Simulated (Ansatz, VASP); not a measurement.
PtSe2 (Sudovikovite): VASP beside Ansatz

```
Se Pt
1.0
     3.70690    0.00000    0.00000
    -1.85345    3.21027    0.00000
     0.00000    0.00000   31.12150
Se Pt
2 1
Direct
  0.66667 0.33333 0.45743
  0.33333 0.66667 0.54257
  0.00000 0.00000 0.50000
```

Alike in both runs: task single point; functional PBE; dispersion D3(BJ); k mesh 9 × 9 × 1; occupations gaussian, width 0.02 eV; no spin polarisation.

```csv
,VASP,Ansatz
version,VASP 6.6.1,Ansatz 0.2.0
potentials or method,"VASP PAW PBE potentials, release 64 (Se, Pt)","scalar-relativistic, plane waves, PAW"
plane-wave cutoff (eV),520,420
valence electrons in the cell,22,50
```

|  | VASP | Ansatz | Ansatz less VASP |
| --- | --- | --- | --- |
| gap on the k mesh at the Fermi level (eV) | 1.35 | 1.36 | +0.011 |
| least direct gap on the mesh (eV) | 1.58 | 1.59 | +0.008 |

The functional is the same, so the differences come from potentials, cutoffs and numerics. The two sets of potentials don't hold the same shells in valence.

Caveats: spin-orbit coupling is left out, which moves the levels of the heavy elements.
